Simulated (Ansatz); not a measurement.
# SnO2: a line through a two-coordinate scan

One line of a two-coordinate grid on SnO2 (P6_3/mmc, No. 194; 6 atoms in the cell): amplitude of mode 2 (21i cm⁻¹) is varied, at amplitude of mode 1 (21i cm⁻¹) = −0.475 Å.

Computed with Ansatz 0.2.0 (DFT PBE+D3(BJ), scalar-relativistic, plane waves, PAW, unless a step's input says otherwise).

1 further run of the same task is left out (set aside as unsound or not needed).

### Step 1. The starting structure

It takes space group P6_3/mmc (No. 194, hexagonal). The conventional cell has a = 3.211 Å, b = 3.211 Å, c = 10.333 Å, α = 90.00°, β = 90.00°, γ = 120.00°. Sn (site symmetry -3m) has 6 O at 2.11 Å as nearest neighbours. O (site symmetry 3m) has 3 Sn at 2.11 Å as nearest neighbours.

As a file:

```xyz
6
Lattice="3.2112 0.0000 0.0000 -1.6056 2.7810 0.0000 0.0000 0.0000 10.3331" Properties=species:S:1:pos:R:3 pbc="T T T"
Sn    0.0000    0.0000    5.1665
Sn    0.0000    0.0000    0.0000
O     1.6056    0.9270    4.1517
O     1.6056    0.9270    1.0148
O     0.0000    1.8540    6.1813
O     0.0000    1.8540    9.3183
```

It goes back to an entry of the Materials Project, which need not be the stable form.

It is the result of an earlier relaxation at this level (volume 15.38 Å³/atom; gap on the mesh: 2.08 eV).

### Step 2. Plan of the line

The energy is mapped over two normal modes frozen in (zone-centre modes of the cell shown).

First coordinate, amplitude of mode 1 (21i cm⁻¹), largest displacement: 9 values from −0.634 Å. Second coordinate, amplitude of mode 2 (21i cm⁻¹), largest displacement: 9 values from −0.634 Å.

Nothing else is relaxed (the cell and all other modes fixed). Energies count from the relaxed high-symmetry cell. Points are written as (first, second).

The modes come from a phonon run on the reference cell, made beforehand.

Displacement patterns for an amplitude of 1 (Å):

| atom | x1 | y1 | z1 | x2 | y2 | z2 |
| --- | --- | --- | --- | --- | --- | --- |
| Sn1 | 0.987 | 0.000 | 0.000 | 0.000 | 0.987 | 0.000 |
| Sn2 | -0.987 | 0.000 | 0.000 | 0.000 | -0.987 | 0.000 |
| O3 | 1.000 | 0.000 | 0.000 | 0.000 | 1.000 | 0.000 |
| O4 | -1.000 | 0.000 | 0.000 | 0.000 | -1.000 | 0.000 |
| O5 | 1.000 | 0.000 | 0.000 | 0.000 | 1.000 | 0.000 |
| O6 | -1.000 | 0.000 | 0.000 | 0.000 | -1.000 | 0.000 |

### Step 3. The run at (−0.475 Å, −0.634 Å)

Input file input.yaml:

```yaml
crystal:
  lattice:
    - [3.2111798104, 0.0, 0.0]
    - [-1.6055899052, 2.7809632919, 0.0]
    - [0.0, 0.0, 10.3330629359]
  atoms:
    - { symbol: Sn, position: [-0.2587800349, -0.2251202659, 0.5] }
    - { symbol: Sn, position: [0.2587800349, 0.2251202659, 0.0] }
    - { symbol: O, position: [0.4046009711, 0.1053547757, 0.4017901351] }
    - { symbol: O, position: [0.9287323623, 0.5613118909, 0.0982098649] }
    - { symbol: O, position: [0.0712676377, 0.4386881091, 0.5982098649] }
    - { symbol: O, position: [0.5953990289, 0.8946452243, 0.9017901351] }
basis:
  ecutwfc: 520.0
kpoints:
  mp_grid: { grid: [12, 12, 4] }
hamiltonian:
  xc: pbe
  dispersion: d3bj
scf:
  occupations: { method: gaussian, width: 0.05 }
output:
  forces: true
  stress: true
  eigenvalues: true
  write_density: true
  write_potential: true
  elf: true
  volumetric_format: npy
```

On the command line:

```bash
$ ansatz run input.yaml --threads 2 --pin off --max-ram 4096MiB --backend cpu --events-out ev --progress --plain --runs-dir out
```

The log of the run, shortened:

```text
Warning: RAYON_NUM_THREADS=2 ignored (pool sized by the plan → 2); use --threads N
[...]
Pseudopotentials: kind: paw
Pseudopotential: Sn, paw, valence charge 14, recommended cutoff 420 eV (normal), Sn.paw.azcp
Pseudopotential: O, paw, valence charge 6, recommended cutoff 420 eV (normal), O.paw.azcp
Functional definition: PBE
[...]
Crystal: 6 atoms, lattice volume = 92.276 Å³
Basis set: ecut = 520 eV, 2433 PW (Γ), exchange–correlation on 48×48×160 points (8 copies of the dense FFT grid, shifted against one another)
Bands: 32, of which v1, the nominal top of the filled ones, is band 26 counted from 1 (25 counted from 0)
Symmetry: 2 space group operations
Space group: P21 (ITA 4), of the structure as read, at distance tolerance 4.5e-5 Å
k-points: 222 of 576 (time reversal used)
[...]
SCF iter   1: F=—  HF=-14318.068860 eV  |F-HF|=—  |Δ(HF+E_count)|=         —  Δρ=2.12e-3  dr2=2.16e-3  ethr=1.77e-3  ⟨swp⟩=6.4  Hψ=31878  notcnv=0
[...]
SCF iter   7: F=-14318.070774 eV  HF=-14318.070774 eV  |F-HF|=1.42e-8  |Δ(HF+E_count)|=   2.13e-7  Δρ=6.25e-6  dr2=3.85e-8  ethr=1.92e-10  ⟨swp⟩=14.5  Hψ=56355  notcnv=0
[...]
SCF converged after 7 iterations
Free energy (F): -14318.070774 eV
[...]
E sigma→0 (E₀):  -14318.070774 eV
Fermi energy:    6.310965 eV
[...]
--- Forces (eV/Å), atoms counted from 1 ---
  atom   1  Sn    -0.08411973    -0.11139818     0.00470318
  atom   2  Sn     0.08411973     0.11139818     0.00470318
  atom   3  O      0.03205786     0.05946051    -0.04902775
  atom   4  O     -0.04396931    -0.05210111     0.04432782
  atom   5  O      0.04396931     0.05210111     0.04432782
  atom   6  O     -0.03205786    -0.05946051    -0.04902775
[...]
--- Stress (GPa, compression-positive) ---
        0.192229       0.155634      -0.000000
        0.155634       0.363775       0.000000
       -0.000000       0.000000      -1.321723
  P = ⅓ Tr σ = -0.2552 GPa (-2.552 kbar)
--- Band table (eV; the first three rows and the last of 222) ---
[...]
```

Run time: 58 s. Hardware: 2 threads of Arm Neoverse V1, shared host; peak memory 0.82 GiB.

Density in a lattice plane of the grid's cell (edges 3.21 and 10.33 Å, at 0.105 of the third edge), which holds O.

Ten even steps from '0' (0.01 e/Å³) to '9' (8.71 e/Å³):
```
02310010
00000120
00000000
00000000
00000000
00000000
00000000
00000000
00000000
00000000
00132000
00386100
00122000
00000000
00000000
00000000
00000000
00000000
02310000
18930000
```
Columns run along the first of these edges and rows up along the second, over one cell in 8 and 20 even steps from the bottom left corner. Atoms in the plane (fractional): O at (0.40, 0.40).

ELF in the same plane.

Ten even steps from '0' (0.00) to '9' (0.87):
```
21124775
31227998
30026897
00003553
00000000
10000002
52000146
63000146
32000123
21354212
14888622
17847841
16999830
02677410
00000000
00000000
00000110
11111111
21121111
20012222
```
Columns run along the first of these edges and rows up along the second, over one cell in 8 and 20 even steps from the bottom left corner. Atoms in the plane (fractional): O at (0.40, 0.40).

Both are smooth fields of the valence electrons: close to the nuclei they are not physical.

The highest ELF values outside the cores: 0.88 beside O, off the lines to its neighbours, 0.6 Å from O; 0.79 in the shell around O, 0.6 Å from O.

That is −62.6 meV from the zero.

### Step 4. Grid point (−0.475 Å, −0.475 Å)

Input file input.yaml:

```yaml
crystal:
  lattice:
    - [3.2111798104, 0.0, 0.0]
    - [-1.6055899052, 2.7809632919, 0.0]
    - [0.0, 0.0, 10.3330629359]
  atoms:
    - { symbol: Sn, position: [-0.2306400016, -0.1688401995, 0.5] }
    - { symbol: Sn, position: [0.2306400016, 0.1688401995, 0.0] }
    - { symbol: O, position: [0.4330982908, 0.1623494151, 0.4017901351] }
    - { symbol: O, position: [0.9002350426, 0.5043172515, 0.0982098649] }
    - { symbol: O, position: [0.0997649574, 0.4956827485, 0.5982098649] }
    - { symbol: O, position: [0.5669017092, 0.8376505849, 0.9017901351] }
basis:
  ecutwfc: 520.0
kpoints:
  mp_grid: { grid: [12, 12, 4] }
hamiltonian:
  xc: pbe
  dispersion: d3bj
scf:
  occupations: { method: gaussian, width: 0.05 }
output:
  forces: true
  stress: true
  eigenvalues: true
```

On the command line:

```bash
$ ansatz run input.yaml --threads 2 --pin off --max-ram 4096MiB --backend cpu --events-out ev --progress --plain --runs-dir out
```

The log of the run, shortened:

```text
Warning: RAYON_NUM_THREADS=2 ignored (pool sized by the plan → 2); use --threads N
[...]
[... 4 set-up lines as earlier in the session ...]
[...]
Crystal: 6 atoms, lattice volume = 92.276 Å³
Basis set: ecut = 520 eV, 2433 PW (Γ), exchange–correlation on 48×48×160 points (8 copies of the dense FFT grid, shifted against one another)
Bands: 32, of which v1, the nominal top of the filled ones, is band 26 counted from 1 (25 counted from 0)
[... 2 set-up lines as earlier in the session ...]
k-points: 222 of 576 (time reversal used)
[...]
SCF iter   1: F=—  HF=-14318.065675 eV  |F-HF|=—  |Δ(HF+E_count)|=         —  Δρ=2.09e-3  dr2=2.07e-3  ethr=1.77e-3  ⟨swp⟩=6.4  Hψ=31853  notcnv=0
[...]
SCF iter   7: F=-14318.067633 eV  HF=-14318.067633 eV  |F-HF|=2.17e-8  |Δ(HF+E_count)|=   1.37e-7  Δρ=8.16e-6  dr2=6.33e-8  ethr=1.92e-10  ⟨swp⟩=9.3  Hψ=30670  notcnv=0
[...]
SCF converged after 7 iterations
Free energy (F): -14318.067633 eV
[...]
E sigma→0 (E₀):  -14318.067633 eV
Fermi energy:    6.315003 eV
[...]
--- Forces (eV/Å), atoms counted from 1 ---
  atom   1  Sn    -0.08552783    -0.08503024     0.00747382
  atom   2  Sn     0.08552783     0.08503024     0.00747382
  atom   3  O      0.02330043     0.03386456    -0.04767092
  atom   4  O     -0.03427687    -0.03028623     0.04019395
  atom   5  O      0.03427687     0.03028623     0.04019395
  atom   6  O     -0.02330043    -0.03386456    -0.04767092
[...]
--- Stress (GPa, compression-positive) ---
        0.223821       0.138629      -0.000000
        0.138629       0.297565       0.000000
       -0.000000       0.000000      -1.251591
  P = ⅓ Tr σ = -0.2434 GPa (-2.434 kbar)
--- Band table (eV; the first three rows and the last of 222) ---
[...]
```

It took 39 s on 2 threads of Arm Neoverse V1, shared host; peak memory 0.83 GiB.

Energy on the map's scale: −59.5 meV.

### Step 5. The run at (−0.475 Å, −0.317 Å)

Input file input.yaml:

```yaml
crystal:
  lattice:
    - [3.2111798104, 0.0, 0.0]
    - [-1.6055899052, 2.7809632919, 0.0]
    - [0.0, 0.0, 10.3330629359]
  atoms:
    - { symbol: Sn, position: [-0.2024999684, -0.112560133, 0.5] }
    - { symbol: Sn, position: [0.2024999684, 0.112560133, 0.0] }
    - { symbol: O, position: [0.4615956105, 0.2193440545, 0.4017901351] }
    - { symbol: O, position: [0.8717377229, 0.4473226121, 0.0982098649] }
    - { symbol: O, position: [0.1282622771, 0.5526773879, 0.5982098649] }
    - { symbol: O, position: [0.5384043895, 0.7806559455, 0.9017901351] }
basis:
  ecutwfc: 520.0
kpoints:
  mp_grid: { grid: [12, 12, 4] }
hamiltonian:
  xc: pbe
  dispersion: d3bj
scf:
  occupations: { method: gaussian, width: 0.05 }
output:
  forces: true
  stress: true
  eigenvalues: true
```

On the command line:

```bash
$ ansatz run input.yaml --threads 2 --pin off --max-ram 4096MiB --backend cpu --events-out ev --progress --plain --runs-dir out
```

The log of the run, shortened:

```text
Warning: RAYON_NUM_THREADS=2 ignored (pool sized by the plan → 2); use --threads N
[...]
[... 4 set-up lines as earlier in the session ...]
[...]
Crystal: 6 atoms, lattice volume = 92.276 Å³
Basis set: ecut = 520 eV, 2433 PW (Γ), exchange–correlation on 48×48×160 points (8 copies of the dense FFT grid, shifted against one another)
Bands: 32, of which v1, the nominal top of the filled ones, is band 26 counted from 1 (25 counted from 0)
[... 2 set-up lines as earlier in the session ...]
k-points: 222 of 576 (time reversal used)
[...]
SCF iter   1: F=—  HF=-14318.057634 eV  |F-HF|=—  |Δ(HF+E_count)|=         —  Δρ=2.11e-3  dr2=2.02e-3  ethr=1.77e-3  ⟨swp⟩=6.4  Hψ=31737  notcnv=0
[...]
SCF iter   7: F=-14318.059651 eV  HF=-14318.059651 eV  |F-HF|=4.03e-9  |Δ(HF+E_count)|=   1.36e-7  Δρ=4.62e-6  dr2=2.16e-8  ethr=1.92e-10  ⟨swp⟩=9.2  Hψ=29950  notcnv=0
[...]
SCF converged after 7 iterations
Free energy (F): -14318.059651 eV
[...]
E sigma→0 (E₀):  -14318.059651 eV
Fermi energy:    6.325355 eV
[...]
--- Forces (eV/Å), atoms counted from 1 ---
  atom   1  Sn    -0.08665546    -0.05769293     0.00759934
  atom   2  Sn     0.08665546     0.05769293     0.00759934
  atom   3  O      0.01688960     0.01326100    -0.04189738
  atom   4  O     -0.02529352    -0.01588877     0.03429487
  atom   5  O      0.02529352     0.01588877     0.03429487
  atom   6  O     -0.01688960    -0.01326100    -0.04189738
[...]
--- Stress (GPa, compression-positive) ---
        0.259784       0.104631      -0.000000
        0.104631       0.190421       0.000000
       -0.000000       0.000000      -1.083146
  P = ⅓ Tr σ = -0.2110 GPa (-2.110 kbar)
--- Band table (eV; the first three rows and the last of 222) ---
[...]
```

Run time: 38 s. Hardware: 2 threads of Arm Neoverse V1, shared host; peak memory 0.83 GiB.

Energy on the map's scale: −51.5 meV.

### Step 6. Point (−0.475 Å, −0.159 Å)

Input file input.yaml:

```yaml
crystal:
  lattice:
    - [3.2111798104, 0.0, 0.0]
    - [-1.6055899052, 2.7809632919, 0.0]
    - [0.0, 0.0, 10.3330629359]
  atoms:
    - { symbol: Sn, position: [-0.1743599351, -0.0562800665, 0.5] }
    - { symbol: Sn, position: [0.1743599351, 0.0562800665, 0.0] }
    - { symbol: O, position: [0.4900929302, 0.2763386939, 0.4017901351] }
    - { symbol: O, position: [0.8432404032, 0.3903279727, 0.0982098649] }
    - { symbol: O, position: [0.1567595968, 0.6096720273, 0.5982098649] }
    - { symbol: O, position: [0.5099070698, 0.7236613061, 0.9017901351] }
basis:
  ecutwfc: 520.0
kpoints:
  mp_grid: { grid: [12, 12, 4] }
hamiltonian:
  xc: pbe
  dispersion: d3bj
scf:
  occupations: { method: gaussian, width: 0.05 }
output:
  forces: true
  stress: true
  eigenvalues: true
```

On the command line:

```bash
$ ansatz run input.yaml --threads 2 --pin off --max-ram 4096MiB --backend cpu --events-out ev --progress --plain --runs-dir out
```

The log of the run, shortened:

```text
Warning: RAYON_NUM_THREADS=2 ignored (pool sized by the plan → 2); use --threads N
[...]
[... 4 set-up lines as earlier in the session ...]
[...]
Crystal: 6 atoms, lattice volume = 92.276 Å³
Basis set: ecut = 520 eV, 2433 PW (Γ), exchange–correlation on 48×48×160 points (8 copies of the dense FFT grid, shifted against one another)
Bands: 32, of which v1, the nominal top of the filled ones, is band 26 counted from 1 (25 counted from 0)
[... 2 set-up lines as earlier in the session ...]
k-points: 222 of 576 (time reversal used)
[...]
SCF iter   1: F=—  HF=-14318.049709 eV  |F-HF|=—  |Δ(HF+E_count)|=         —  Δρ=2.08e-3  dr2=1.89e-3  ethr=1.77e-3  ⟨swp⟩=6.4  Hψ=31798  notcnv=0
[...]
SCF iter   7: F=-14318.051758 eV  HF=-14318.051758 eV  |F-HF|=1.54e-8  |Δ(HF+E_count)|=   1.06e-7  Δρ=8.09e-6  dr2=6.19e-8  ethr=1.92e-10  ⟨swp⟩=9.3  Hψ=30659  notcnv=0
[...]
SCF converged after 7 iterations
Free energy (F): -14318.051758 eV
[...]
E sigma→0 (E₀):  -14318.051758 eV
Fermi energy:    6.338049 eV
[...]
--- Forces (eV/Å), atoms counted from 1 ---
  atom   1  Sn    -0.08737630    -0.02921857     0.00475643
  atom   2  Sn     0.08737630     0.02921857     0.00475643
  atom   3  O      0.01367669     0.00059472    -0.03472366
  atom   4  O     -0.01823379    -0.00880785     0.02995603
  atom   5  O      0.01823379     0.00880785     0.02995603
  atom   6  O     -0.01367669    -0.00059472    -0.03472366
[...]
--- Stress (GPa, compression-positive) ---
        0.287456       0.056497      -0.000000
        0.056497       0.093524       0.000000
       -0.000000       0.000000      -0.918082
  P = ⅓ Tr σ = -0.1790 GPa (-1.790 kbar)
--- Band table (eV; the first three rows and the last of 222) ---
[...]
```

Wall time 38 s (2 threads of Arm Neoverse V1, shared host); peak memory 0.83 GiB.

That is −43.6 meV from the zero.

### Step 7. Point (−0.475 Å, 0.000 Å)

Input file input.yaml:

```yaml
crystal:
  lattice:
    - [3.2111798104, 0.0, 0.0]
    - [-1.6055899052, 2.7809632919, 0.0]
    - [0.0, 0.0, 10.3330629359]
  atoms:
    - { symbol: Sn, position: [-0.1462199019, 0.0, 0.5] }
    - { symbol: Sn, position: [0.1462199019, 0.0, 0.0] }
    - { symbol: O, position: [0.5185902499, 0.3333333333, 0.4017901351] }
    - { symbol: O, position: [0.8147430835, 0.3333333333, 0.0982098649] }
    - { symbol: O, position: [0.1852569165, 0.6666666667, 0.5982098649] }
    - { symbol: O, position: [0.4814097501, 0.6666666667, 0.9017901351] }
basis:
  ecutwfc: 520.0
kpoints:
  mp_grid: { grid: [12, 12, 4] }
hamiltonian:
  xc: pbe
  dispersion: d3bj
scf:
  occupations: { method: gaussian, width: 0.05 }
output:
  forces: true
  stress: true
  eigenvalues: true
```

On the command line:

```bash
$ ansatz run input.yaml --threads 2 --pin off --max-ram 4096MiB --backend cpu --events-out ev --progress --plain --runs-dir out
```

The log of the run, shortened:

```text
Warning: RAYON_NUM_THREADS=2 ignored (pool sized by the plan → 2); use --threads N
[...]
[... 4 set-up lines as earlier in the session ...]
[...]
Crystal: 6 atoms, lattice volume = 92.276 Å³
Basis set: ecut = 520 eV, 2433 PW (Γ), exchange–correlation on 48×48×160 points (8 copies of the dense FFT grid, shifted against one another)
Bands: 32, of which v1, the nominal top of the filled ones, is band 26 counted from 1 (25 counted from 0)
Symmetry: 4 space group operations
Space group: C2221 (ITA 20), of the structure as read, at distance tolerance 4.5e-5 Å
k-points: 129 of 576 (time reversal used)
[...]
SCF iter   1: F=—  HF=-14318.046420 eV  |F-HF|=—  |Δ(HF+E_count)|=         —  Δρ=2.01e-3  dr2=1.66e-3  ethr=1.77e-3  ⟨swp⟩=6.4  Hψ=18488  notcnv=0
[...]
SCF iter   7: F=-14318.048512 eV  HF=-14318.048512 eV  |F-HF|=4.17e-9  |Δ(HF+E_count)|=   4.20e-8  Δρ=2.63e-6  dr2=6.35e-9  ethr=1.92e-10  ⟨swp⟩=9.2  Hψ=17000  notcnv=0
[...]
SCF converged after 7 iterations
Free energy (F): -14318.048512 eV
[...]
E sigma→0 (E₀):  -14318.048512 eV
Fermi energy:    6.342578 eV
[...]
--- Forces (eV/Å), atoms counted from 1 ---
  atom   1  Sn    -0.08762438     0.00000000     0.00000000
  atom   2  Sn     0.08762438     0.00000000    -0.00000000
  atom   3  O      0.01415070    -0.00521839    -0.03006609
  atom   4  O     -0.01415070    -0.00521839     0.03006609
  atom   5  O      0.01415070     0.00521839     0.03006609
  atom   6  O     -0.01415070     0.00521839    -0.03006609
[...]
--- Stress (GPa, compression-positive) ---
        0.298388       0.000000       0.000000
        0.000000       0.055424      -0.000000
        0.000000      -0.000000      -0.849711
  P = ⅓ Tr σ = -0.1653 GPa (-1.653 kbar)
--- Band table (eV; the first three rows and the last of 129) ---
[...]
```

Wall time 22 s (2 threads of Arm Neoverse V1, shared host); peak memory 0.61 GiB.

On the map this point reads −40.4 meV.

### Step 8. The line in numbers

```
amplitude of mode 2 (21i cm⁻¹), largest displacement (Å)  step  energy (meV)  slope (meV per Å)  pressure (GPa)  band gap on the k-mesh (eV)  largest force on an atom (eV/Å)
                                                  −0.634     3         −62.6                 −3          −0.255                        2.218                            0.140
                                                  −0.475     4         −59.5                 40          −0.243                        2.211                            0.121
                                                  −0.317     5         −51.5                 56          −0.211                        2.194                            0.104
                                                  −0.159     6         −43.6                 39          −0.179                        2.172                            0.092
                                                   0.000     7         −40.4                  0          −0.165                        2.166                            0.088
                                                   0.159     –         −43.6                −39          −0.179                        2.172                            0.092
                                                   0.317     –         −51.5                −56          −0.211                        2.194                            0.104
                                                   0.475     –         −59.5                −40          −0.243                        2.211                            0.121
                                                   0.634     –         −62.6                  3          −0.255                        2.218                            0.140
```

Energies count from the relaxed high-symmetry cell. Rows without a step come from runs not printed here or follow by symmetry. Slopes come from the forces (and the stress, where the cell changes), not from differences of energies.

The lowest point computed is at the end of the line, −0.634 Å, but the slope there points inward, so the minimum lies between it and the next point. The highest point computed, at 0.000 Å, lies 22.3 meV above the lowest. This is one cut through a surface in two coordinates; the map's lowest point lies off it. The reference is no minimum along the unstable mode, and wells on the map were not tested along the other modes.

These are semilocal Kohn-Sham gaps, which aren't the measured quantity. Such gaps usually fall short of the measured ones.
